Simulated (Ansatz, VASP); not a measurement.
Given: the input of a run of VASP 6.6.1 on BaTiO3. 

File INCAR:

```
SYSTEM = BaTiO3
  PREC = Accurate
  ENCUT = 600
  EDIFF = 1E-6
  ISMEAR = -1
  SIGMA = 0.05
  LREAL = .FALSE.
  LASPH = .TRUE.
  NELM = 100
  ALGO = Normal
  ISIF = 3
  LWAVE = .FALSE.
  LCHARG = .FALSE.
  GGA = PS
  IBRION = 2
  NSW = 60
  EDIFFG = -0.02
```

KPOINTS

```
regular mesh
0
G
  7 7 7
  0 0 0
```

POSCAR

```
BaTiO3
1.0
    3.9998000000      0.0000000000      0.0000000000
    0.0000000000      3.9998000000      0.0000000000
    0.0000000000      0.0000000000      4.0180000000
Ba Ti O
1 1 3
Direct
    0.0000000000      0.0000000000      0.0000000000
    0.5000000000      0.5000000000      0.4900000000
    0.0000000000      0.5000000000      0.5170000000
    0.5000000000      0.0000000000      0.5170000000
    0.5000000000      0.5000000000      0.0190000000
```

Potentials or basis: VASP PAW PBE potentials, release 64 (Ba_sv, Ti_sv, O).

Launch:

```sh
$ cat potpaw_PBE.64/Ba_sv/POTCAR potpaw_PBE.64/Ti_sv/POTCAR potpaw_PBE.64/O/POTCAR > POTCAR
$ mpirun -np 1 vasp_std > vasp.out
```

What does the same run look like in Ansatz 0.2.0? Potentials or basis there: Ansatz PAW, cutoff 420 eV.

As run (cutoffs and basis follow the program's own potentials, and thresholds, step limits or extra output files can differ):

Contents of input.yaml:

```yaml
crystal:
  lattice:
    - [3.9998, 0.0, 0.0]
    - [0.0, 3.9998, 0.0]
    - [0.0, 0.0, 4.018]
  atoms:
    - { symbol: Ba, position: [0.0, 0.0, 0.0] }
    - { symbol: Ti, position: [0.5, 0.5, 0.49] }
    - { symbol: O, position: [0.0, 0.5, 0.517] }
    - { symbol: O, position: [0.5, 0.0, 0.517] }
    - { symbol: O, position: [0.5, 0.5, 0.019] }
hamiltonian:
  xc: pbesol
  pseudopotentials: { kind: paw }
kpoints:
  mp_grid: { grid: [7, 7, 7] }
scf:
  occupations: { method: fermi_dirac, width: 0.05 }
output:
  forces: true
  stress: true
  eigenvalues: true
relax:
  f_tol: 0.01
  max_steps: 40
  cell: { stress_tol: 0.05 }
```

Potentials or basis: Ansatz PAW.

The run is started by

```sh
$ ansatz run input.yaml --threads 1 --pin off --max-ram 3584MiB --backend cpu --events-out ev --progress --plain --runs-dir out
```

Both were run:

|  | VASP | Ansatz |
| --- | --- | --- |
| Relaxed volume | 12.79 Å³/atom | 12.65 Å³/atom |
| Relaxed cell | a = 3.966 Å, b = 3.966 Å, c = 4.066 Å, α = 90.00°, β = 90.00°, γ = 90.00° | a = 3.956 Å, b = 3.956 Å, c = 4.043 Å, α = 90.00°, β = 90.00°, γ = 90.00° |
| Space group after relaxing | P4mm (No. 99) | P4mm (No. 99) |
| Pressure after relaxing | 0.0 GPa | 0.0 GPa |

Ansatz's pressure holds a Pulay term of +0.60 GPa for its cutoff of 420 eV, which the other run lacks.

VASP's potentials were made for PBE. Ansatz's potentials were made for PBE.

Where Ansatz's input types no cutoff or centring, it takes its own default and a Γ-centred mesh.

Pressure is positive in compression.
